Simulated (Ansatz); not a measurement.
## 1T-SrCl2 monolayer in a perpendicular field

Aim: how the 1T-SrCl2 monolayer screens a field along its normal, and what the field does to its bands. A positive field points along +c.

Program: Ansatz 0.2.0. Level of theory: plane-wave DFT, PBE-D3(BJ), Ansatz PAW (set soft_1); PAW set soft_1. Results are calculated unless marked as measured.

### Step 1. The starting structure

The cell holds 3 atoms: 2 Cl and 1 Sr. Its edges and angles: a = 4.008 Å, b = 4.008 Å, c = 37.971 Å, α = 90.0°, β = 90.0°, γ = 120.0°. Vacuum lies along c.

### Step 2. Relaxing the slab

The starting cell is a guess, so the in-plane lattice and the atoms are relaxed first, with the slab cut off from its images along the normal.

input.yaml reads:

```yaml
crystal:
  lattice:
    - [4.008065, 0.0, 0.0]
    - [-2.0040325, 3.47108611, 0.0]
    - [0.0, 0.0, 37.9708469123]
  atoms:
    - { symbol: Cl, position: [0.6666666667, 0.3333333333, 0.4542958981] }
    - { symbol: Sr, position: [0.0, 0.0, 0.5] }
    - { symbol: Cl, position: [0.3333333333, 0.6666666667, 0.5457041019] }
  periodic: [true, true, false]
kpoints:
  mp_grid: { grid: [12, 12, 1] }
hamiltonian:
  xc: pbe
  dispersion: d3bj
  pseudopotentials: { kind: paw, azcp: { folder: soft_1 } }
scf:
  occupations: { method: fermi_dirac, width: 0.05 }
  convergence: { dr2_threshold: 1.0e-09 }
relax:
  f_tol: 0.004
  max_steps: 90
  cell: {}
output:
  write_potential: true
  write_density: true
  volumetric_format: npy
```

Started as:

```
> ansatz run input.yaml --threads 2 --pin off --max-ram 3072MiB --backend cpu --events-out ev --progress --plain --runs-dir out
```

Numbers of over 12 decimals in the logs are rounded to 6 here.

What it wrote:

```text
Warning: relax.cell: scf.convergence.dr2_threshold = 1e-9 eV is looser than the 1.65322305581e-10 eV advised for a relaxation that steers and ends on the stress (1e-10 eV for each atom of the cell: 3, times the square of relax.cell.stress_2d_tol = 0.05 N/m over 13.5 Å (the atoms' height at the walk's start and 5 Å past either face), 3.712e-2 GPa, over a crystal's default 0.05). What an SCF threshold leaves in a stress goes as its square root, and in the free energy as the threshold itself, and one threshold admits the most on a small cell: [figures from the program's tests cut] Set scf.convergence.dr2_threshold to 1.65322305581e-10 eV or tighter. [rest of the remark cut]
Engine: ansatz 0.2.0, x86_64-unknown-linux-gnu
Pseudopotentials: kind: paw
Pseudopotential: Cl, paw, valence charge 7, recommended cutoff 420 eV (normal), soft_1/Cl.paw.azcp
Pseudopotential: Sr, paw, valence charge 10, recommended cutoff 420 eV (normal), soft_1/Sr.paw.azcp
Functional definition: PBE
  parameter kappa = 0.804
  parameter beta = 0.066725
  exchange = pbe_x(kappa = kappa, mu = beta*pi^2/3)
  correlation = pbe_c(beta = beta)
Crystal: 3 atoms, lattice volume = 528.263 Å³
Basis set: ecut = 420 eV, 10351 PW (Γ), exchange–correlation on 54×54×512 points (8 copies of the dense FFT grid, shifted against one another)
Bands: 16, of which v1, the nominal top of the filled ones, is band 12 counted from 1 (11 counted from 0)
Symmetry: 12 space group operations
Space group: P-3m1 (ITA 164), of the structure as read, at distance tolerance 8.1e-5 Å
k-points: 19 of 144
Non-local potential: Cl, projectors of the file, l = 0: 2, l = 1: 2, l = 2: 1
Non-local potential: Sr, projectors of the file, l = 0: 3, l = 1: 2, l = 2: 2
PAW form: soft (Blöchl's): semilocal exchange-correlation on the pseudo side does not see the compensation charge
PAW one-centre angular grid: Cl, 110 points (default); XC on 64 Gauss nodes
PAW one-centre angular grid: Sr, 110 points (default); XC on 64 Gauss nodes
Initial density: superposition of atomic densities (neutral atoms: chi_scale 0, normalization atom)
Initial wavefunctions: pseudopotential atomic-orbital guess
Functional: x = pbe(κ = 0.804, μ = 0.219515), c = pbe(β = 0.066725)
SCF iter   1: F=—  HF=-5710.987188 eV  |F-HF|=—  |Δ(HF+E_count)|=         —  Δρ=1.15e-2  dr2=1.29e0  ethr=3.10e-3  ⟨swp⟩=24.1  Hψ=4670  notcnv=0
preconditioner: auto → Resta (q_TF=auto, 1.630 Å⁻¹)  ε∞=1.3  [insulator: Δε(μ)=5.742 eV  Ē_g=14.130 eV  σ=0.050 eV  W_gap=1.00  n_scr=18 (ndim 8)  ℏωp=7.6 eV  f_vac=0.800  D(μ)=0.00/eV (n_scr^D=0)  ε∞_Penn≈1.3  vacuum switching on, ρ_ref=1.4e-2 e/Å³]
SCF iter   2: F=—  HF=-5710.654613 eV  |F-HF|=—  |Δ(HF+E_count)|=   3.33e-1  Δρ=4.55e-3  dr2=9.11e-2  ethr=3.10e-3  ⟨swp⟩=4.1  Hψ=837  notcnv=0
SCF iter   3: F=—  HF=-5710.674523 eV  |F-HF|=—  |Δ(HF+E_count)|=   1.99e-2  Δρ=1.98e-3  dr2=2.44e-2  ethr=3.80e-4  ⟨swp⟩=4.5  Hψ=699  notcnv=0
SCF iter   4: F=—  HF=-5710.684234 eV  |F-HF|=—  |Δ(HF+E_count)|=   9.71e-3  Δρ=7.19e-4  dr2=4.96e-3  ethr=1.02e-4  ⟨swp⟩=4.4  Hψ=779  notcnv=0
SCF iter   5: F=—  HF=-5710.684326 eV  |F-HF|=—  |Δ(HF+E_count)|=   9.20e-5  Δρ=1.24e-4  dr2=4.62e-5  ethr=2.07e-5  ⟨swp⟩=3.2  Hψ=586  notcnv=0
SCF iter   6: F=—  HF=-5710.684391 eV  |F-HF|=—  |Δ(HF+E_count)|=   6.54e-5  Δρ=4.19e-5  dr2=7.86e-6  ethr=1.93e-7  ⟨swp⟩=3.5  Hψ=749  notcnv=0
SCF iter   7: F=—  HF=-5710.684402 eV  |F-HF|=—  |Δ(HF+E_count)|=   1.02e-5  Δρ=1.54e-5  dr2=9.73e-7  ethr=3.27e-8  ⟨swp⟩=2.9  Hψ=589  notcnv=0
SCF iter   8: F=—  HF=-5710.684502 eV  |F-HF|=—  |Δ(HF+E_count)|=   1.00e-4  Δρ=1.38e-6  dr2=2.37e-8  ethr=4.05e-9  ⟨swp⟩=3.7  Hψ=649  notcnv=0
SCF iter   9: F=-5710.684502 eV  HF=-5710.684502 eV  |F-HF|=1.29e-10  |Δ(HF+E_count)|=   1.73e-9  Δρ=3.07e-7  dr2=4.70e-10  ethr=4.17e-12  ⟨swp⟩=12.1  Hψ=3223  notcnv=0
SCF 1 converged in 9 iterations: F = -5710.684502 eV  dr2 = 4.70e-10
  greatest PAW one-centre occupation: 0.987 electrons in one spin orbital (limit 2), on the Sr atom at site 1 (counted from 0), in its partial waves of l = 0
relax step   1: F+E_penalty+E_count = -5710.68450161 eV  Δ(F+E_penalty+E_count) = +0.000e0 eV  max|allowed force component| = 5.008e-1 eV/Å  Δτ_max = 0.0000 Å  P = +1.907 N/m  Ω = 528.263 Å³  fix = [c, alpha, beta]  reactions: c +0.000 N/m  (9 SCF iters, accepted)
Crystal: 3 atoms, lattice volume = 556.377 Å³
Basis set: ecut = 420 eV, 10759 PW (Γ), exchange–correlation on 54×54×512 points (8 copies of the dense FFT grid, shifted against one another)
Initial density: handed on by an earlier stage of this run
Initial wavefunctions: those handed on with the density
iter 1 solved again at ethr=5.73e-4 eV; its pass at ethr=3.10e-3 eV (dr2=1.38e-1 eV) is discarded
SCF iter   1: F=—  HF=-5710.891269 eV  |F-HF|=—  |Δ(HF+E_count)|=         —  Δρ=2.77e-3  dr2=1.48e-1  ethr=5.73e-4  ⟨swp⟩=2.4  Hψ=3740  notcnv=0
preconditioner: auto → Resta (q_TF=auto, 1.616 Å⁻¹)  ε∞=1.3  [insulator: Δε(μ)=5.706 eV  Ē_g=13.994 eV  σ=0.050 eV  W_gap=1.00  n_scr=18 (ndim 8)  ℏωp=7.4 eV  f_vac=0.821  D(μ)=0.00/eV (n_scr^D=0)  ε∞_Penn≈1.3  vacuum switching on, ρ_ref=1.4e-2 e/Å³]
SCF iter   2: F=—  HF=-5710.851718 eV  |F-HF|=—  |Δ(HF+E_count)|=   3.96e-2  Δρ=1.28e-3  dr2=1.03e-2  ethr=5.73e-4  ⟨swp⟩=4.9  Hψ=830  notcnv=0
SCF iter   3: F=—  HF=-5710.848998 eV  |F-HF|=—  |Δ(HF+E_count)|=   2.72e-3  Δρ=5.02e-4  dr2=1.34e-3  ethr=4.29e-5  ⟨swp⟩=3.6  Hψ=695  notcnv=0
SCF iter   4: F=—  HF=-5710.848862 eV  |F-HF|=—  |Δ(HF+E_count)|=   1.35e-4  Δρ=9.23e-5  dr2=7.11e-5  ethr=5.57e-6  ⟨swp⟩=2.4  Hψ=559  notcnv=0
SCF iter   5: F=—  HF=-5710.848854 eV  |F-HF|=—  |Δ(HF+E_count)|=   8.50e-6  Δρ=2.07e-5  dr2=2.21e-6  ethr=2.96e-7  ⟨swp⟩=3.2  Hψ=683  notcnv=0
SCF iter   6: F=—  HF=-5710.848952 eV  |F-HF|=—  |Δ(HF+E_count)|=   9.84e-5  Δρ=4.79e-6  dr2=1.63e-7  ethr=9.21e-9  ⟨swp⟩=3.4  Hψ=644  notcnv=0
SCF iter   7: F=—  HF=-5710.848952 eV  |F-HF|=—  |Δ(HF+E_count)|=   1.41e-8  Δρ=1.08e-6  dr2=6.42e-9  ethr=6.80e-10  ⟨swp⟩=3.3  Hψ=695  notcnv=0
SCF iter   8: F=-5710.848952 eV  HF=-5710.848952 eV  |F-HF|=4.68e-10  |Δ(HF+E_count)|=   3.48e-9  Δρ=1.71e-7  dr2=1.11e-10  ethr=4.17e-12  ⟨swp⟩=13.2  Hψ=2706  notcnv=0
SCF 2 converged in 8 iterations: F = -5710.848952 eV  dr2 = 1.11e-10
relax step   2: F+E_penalty+E_count = -5710.84895240 eV  Δ(F+E_penalty+E_count) = -1.645e-1 eV  max|allowed force component| = 1.555e-1 eV/Å  Δτ_max = 0.1945 Å  P = +2.456 N/m  Ω = 556.377 Å³  energy of the carried Pulay correction = -1.013e-4 eV  fix = [c, alpha, beta]  reactions: c +0.000 N/m  (8 SCF iters, accepted)
Crystal: 3 atoms, lattice volume = 586.336 Å³
[...]
SCF iter   2: F=—  HF=-5710.927509 eV  |F-HF|=—  |Δ(HF+E_count)|=   6.97e-4  Δρ=3.67e-4  dr2=9.27e-4  ethr=2.35e-5  ⟨swp⟩=2.8  Hψ=486  notcnv=0
SCF iter   3: F=—  HF=-5710.927631 eV  |F-HF|=—  |Δ(HF+E_count)|=   1.22e-4  Δρ=1.24e-4  dr2=1.69e-4  ethr=3.86e-6  ⟨swp⟩=3.1  Hψ=620  notcnv=0
SCF iter   4: F=—  HF=-5710.927618 eV  |F-HF|=—  |Δ(HF+E_count)|=   1.30e-5  Δρ=3.31e-5  dr2=3.81e-6  ethr=7.04e-7  ⟨swp⟩=3.1  Hψ=583  notcnv=0
SCF iter   5: F=—  HF=-5710.927668 eV  |F-HF|=—  |Δ(HF+E_count)|=   5.05e-5  Δρ=5.39e-6  dr2=1.68e-7  ethr=1.59e-8  ⟨swp⟩=3.2  Hψ=656  notcnv=0
SCF iter   6: F=—  HF=-5710.927775 eV  |F-HF|=—  |Δ(HF+E_count)|=   1.07e-4  Δρ=1.26e-6  dr2=6.75e-9  ethr=7.02e-10  ⟨swp⟩=3.4  Hψ=632  notcnv=0
SCF iter   7: F=-5710.927775 eV  HF=-5710.927775 eV  |F-HF|=3.12e-10  |Δ(HF+E_count)|=   8.39e-9  Δρ=2.20e-7  dr2=3.55e-10  ethr=4.17e-12  ⟨swp⟩=13.2  Hψ=2731  notcnv=0
SCF 3 converged in 7 iterations: F = -5710.927775 eV  dr2 = 3.55e-10
relax step   3: F+E_penalty+E_count = -5710.92777521 eV  Δ(F+E_penalty+E_count) = -7.882e-2 eV  max|allowed force component| = 1.527e-1 eV/Å  Δτ_max = 0.0636 Å  P = +1.571 N/m  Ω = 586.336 Å³  energy of the carried Pulay correction = -2.036e-4 eV  fix = [c, alpha, beta]  reactions: c +0.000 N/m  (7 SCF iters, accepted)
[...]
relax step   4: F+E_penalty+E_count = -5710.97863754 eV  Δ(F+E_penalty+E_count) = -5.086e-2 eV  max|allowed force component| = 6.147e-2 eV/Å  Δτ_max = 0.0564 Å  P = -0.250 N/m  Ω = 642.132 Å³  energy of the carried Pulay correction = -3.802e-4 eV  fix = [c, alpha, beta]  reactions: c -0.000 N/m  (8 SCF iters, accepted)
[...]
relax step   5: F+E_penalty+E_count = -5710.98021097 eV  Δ(F+E_penalty+E_count) = -1.573e-3 eV  max|allowed force component| = 1.938e-3 eV/Å  Δτ_max = 0.0072 Å  P = +0.014 N/m  Ω = 636.389 Å³  energy of the carried Pulay correction = -3.628e-4 eV  fix = [c, alpha, beta]  reactions: c +0.000 N/m  (6 SCF iters, accepted)
Basis set: ecut = 420 eV, 12565 PW (Γ), exchange–correlation on 60×60×512 points (8 copies of the dense FFT grid, shifted against one another)
Initial wavefunctions: pseudopotential atomic-orbital guess (no wavefunctions were taken with the density)
iter 1 solved again at ethr=2.64e-6 eV; its pass at ethr=3.10e-3 eV (dr2=6.35e-4 eV) is discarded
SCF iter   1: F=—  HF=-5710.980497 eV  |F-HF|=—  |Δ(HF+E_count)|=         —  Δρ=3.73e-5  dr2=8.12e-7  ethr=2.64e-6  ⟨swp⟩=5.9  Hψ=5743  notcnv=0
eigensolver tolerance schedule: the retry pair's looser diagonalisation over-reported the residual by 780.75 of it (diagonalisation noise at 2.00 of the residual, at the tolerance the schedule requests for it); recorded, not acted on — ethr = c·dr2/N_el stays at c = 1.0e-1
preconditioner: auto → Resta (q_TF=auto, 1.580 Å⁻¹)  ε∞=1.2  [insulator: Δε(μ)=5.860 eV  Ē_g=13.817 eV  σ=0.050 eV  W_gap=1.00  n_scr=18 (ndim 8)  ℏωp=6.9 eV  f_vac=0.827  D(μ)=0.00/eV (n_scr^D=0)  ε∞_Penn≈1.2  vacuum switching on, ρ_ref=1.4e-2 e/Å³]
SCF iter   2: F=—  HF=-5710.980785 eV  |F-HF|=—  |Δ(HF+E_count)|=   2.87e-4  Δρ=1.86e-5  dr2=2.29e-7  ethr=3.38e-9  ⟨swp⟩=4.5  Hψ=909  notcnv=0
SCF iter   3: F=—  HF=-5710.980853 eV  |F-HF|=—  |Δ(HF+E_count)|=   6.82e-5  Δρ=4.93e-6  dr2=8.04e-8  ethr=9.55e-10  ⟨swp⟩=2.7  Hψ=671  notcnv=0
SCF iter   4: F=—  HF=-5710.980859 eV  |F-HF|=—  |Δ(HF+E_count)|=   6.43e-6  Δρ=9.70e-7  dr2=6.16e-9  ethr=3.35e-10  ⟨swp⟩=2.6  Hψ=494  notcnv=0
SCF iter   5: F=-5710.980859 eV  HF=-5710.980859 eV  |F-HF|=1.68e-8  |Δ(HF+E_count)|=   1.26e-8  Δρ=2.50e-7  dr2=2.84e-10  ethr=4.17e-12  ⟨swp⟩=18.4  Hψ=3471  notcnv=0
SCF 6 converged in 5 iterations: F = -5710.980859 eV  dr2 = 2.84e-10
  greatest PAW one-centre occupation: 0.986 electrons in one spin orbital (limit 2), on the Sr atom at site 1 (counted from 0), in its partial waves of l = 0
relax step   6: F+E_penalty+E_count = -5710.98085945 eV  Δ(F+E_penalty+E_count) = -6.485e-4 eV  max|allowed force component| = 1.640e-3 eV/Å  Δτ_max = 0.0000 Å  P = +0.016 N/m  Ω = 636.389 Å³  fix = [c, alpha, beta]  reactions: c +0.000 N/m  stress off target by 1.62e-2 N/m on what of the cell is left free  SCF on the basis re-selected at this cell (its energy is not comparable with the rows above)  (5 SCF iters)
basis re-selected at this cell: Δ(F+E_penalty+E_count) = -6.485e-4 eV, ΔP = +0.002 N/m vs the last step (what re-selecting the basis moved, of the pressure what is left beyond the Pulay correction that the steps carried, after the strain that the cell walked since its last selection, with what the two solves' SCF thresholds leave and, on support functions, any second-order correction that the steps lacked; it is no measure of the basis error at this ecutwfc). The dense FFT grid was sized anew with the basis: this SCF ran on 30×30×256 points, the steps before it on 27×27×256, so part of this shift can come from that change (see relax.cell in the input reference). [rest of the remark cut]
WARN: The output density's exchange-correlation potential varies sharply where the density is thin. Do not read a vacuum level from v_tot or v_xc, or from such a field of the output density. On a cell that repeats whose density bears no net charge and no dipole along the vacuum's axis use v_es (v_loc + v_h of the components); under efield.dipole_correction with no amplitude use v_es + v_field, which holds any externa [...]
SCF converged after 5 iterations
Free energy (F): -5710.980859 eV
Harris-Foulkes:  -5710.980859 eV  (|F-HF|=1.68e-8)
Internal energy: -5710.980859 eV  (E = F + TS)
E sigma→0 (E₀):  -5710.980859 eV
Fermi energy:    -4.991102 eV
--- Per-component energies (eV) ---
  E_band       = -399.379010
  E_kinetic    = 539.337268
  E_local      = -26412.555573  (includes V_loc(G=0)·N_el)
  E_nonlocal   = 295.574799
  E_hartree    = 12808.469007
  E_xc         = -391.689063
  E_vxc        = -390.351457  (∫ρ·V_xc dr)
  E_paw        = -4008.679135  (= ΣΔE_a)
  E_vpaw       = -48.322697  (= ΣTr[D̂ρ^β])
  E_aug_tail   = 0.000199  (compensation charges beyond the density's cutoff)
  E_ewald      = 11458.943945
  E_disp       = -0.382307  (pairwise vdW)
  E_smearing   = -0.000000  (= −TS)
  E_closure    = -0.000000  (closes the sum)
  Σ components = -5710.980859   (vs F -5710.980859, Δ=0.00e0)
--- Forces (eV/Å), atoms counted from 1 ---
  atom   1  Cl     0.00000000     0.00000000    -0.00164043
  atom   2  Sr     0.00000000    -0.00000000     0.00000000
  atom   3  Cl     0.00000000    -0.00000000     0.00164043
  max |Σ_I F_I| component: 1.31e-31 eV/Å
--- 2D stress c σ (N/m, compression-positive) ---
        0.016188       0.000000      -0.000000
        0.000000       0.016188      -0.000000
       -0.000000      -0.000000       0.000000
  P = ½ c Tr σ = 0.0162 N/m
--- Band table (eV; the first three rows and the last of 19) ---
  k-point 0: bands = [... 8 lower, -8.9672, -8.1603, -8.1603, -8.1087, -2.1492, -1.0535, -1.0535, -0.8393]
  k-point 1: bands = [... 8 lower, -8.9515, -8.2319, -8.1822, -8.0795, -2.0059, -1.1595 (-1.1595°), -0.9713, -0.8096]
  k-point 2: bands = [... 8 lower, -8.9080, -8.3944, -8.2415, -8.0277, -1.6757 (-1.6757°), -1.2708 (-1.2708°), -0.7438, -0.7376]
  k-point 18: bands = [... 8 lower, -8.9877, -8.3983, -8.3708, -8.3708, -0.9489, -0.7151, -0.7151, 0.9653]
  ° read free of the cell's end (the report's vacuum.weakly_bound_levels)
--- Relaxed structure (5 steps of the walk, 5 accepted, 1 SCFs on fresh bases) ---
  F+E_penalty+E_count = -5710.98085945 eV   max|allowed force component| = 1.640e-3 eV/Å   (the final SCF, on the basis selected at the relaxed cell)
  cell:  # Å, volume = 636.3890 Å³
    - [4.399171, 0, 0]
    - [-2.199586, 3.809794, 0]
    - [0, 0, 37.9708469123]
  atoms:
    - { symbol: Cl, position: [0.666667, 0.333333, 0.462766] }
    - { symbol: Sr, position: [0, 0, 0.5] }
    - { symbol: Cl, position: [0.333333, 0.666667, 0.537234] }
```

The job ended after 21 s (2 threads of Intel Xeon 6975P-C (Granite Rapids), shared host; peak memory 0.79 GiB; 41 s of CPU time).

Step by step:

| step | energy less that of the first step (eV) | largest force component (eV/Å) | volume (Å³) |
| --- | --- | --- | --- |
| 1 | 0.0000 | 0.5008 | 528.26 |
| 2 | -0.1645 | 0.1555 | 556.38 |
| 3 | -0.2433 | 0.1527 | 586.34 |
| 4 | -0.2941 | 0.0615 | 642.13 |
| 5 | -0.2957 | 0.0019 | 636.39 |
| 6* | -0.2964 | 0.0016 | 636.39 |

Relaxation steps marked * repeat the geometry before them on a plane-wave basis chosen anew for their cell, so energy and pressure can jump there.

Forces are held to the 12 operations that the run works with; a distortion that breaks them can't arise in this run.

| cell as run | before | after | change |
| --- | --- | --- | --- |
| a (Å) | 4.008 | 4.399 | +9.8 % |
| b (Å) | 4.008 | 4.399 | +9.8 % |

The atoms that moved most (Å, along periodic axes as changes of fractional coordinates times the final cell, across vacuum about the mean position):

| atom | dx | dy | dz | length |
| --- | --- | --- | --- | --- |
| Cl3 | 0.000 | 0.000 | -0.322 | 0.322 |
| Cl1 | 0.000 | 0.000 | 0.322 | 0.322 |

Final coordinates:

```xyz
3
Lattice="4.3992 0.0000 0.0000 -2.1996 3.8098 0.0000 0.0000 0.0000 37.9708" Properties=species:S:1:pos:R:3
Cl    2.1996    1.2699   17.5716
Sr    0.0000    0.0000   18.9854
Cl    0.0000    2.5399   20.3992
```

This step gave:

```
gap on the k-mesh : 5.860 eV
```

The lattice constant a goes from 4.008 to 4.399 Å.

(Part 1 of 2 ends here.)

[Logs are printed without paths, hosts, clocks, repeated set-up lines and the standing remarks that a program may print on its own settings, such as how far it seeks lower states.]

[Hosts, paths, dates, database ids (printed as entryN), source tags and the programs' standing remarks are cut or masked in the printed files.]

[Maps of the electrostatic potential energy from Ansatz leave out the sawtooth potential of an applied field or a dipole correction, so their vacuum need not be flat; planar profiles and work functions include it.]
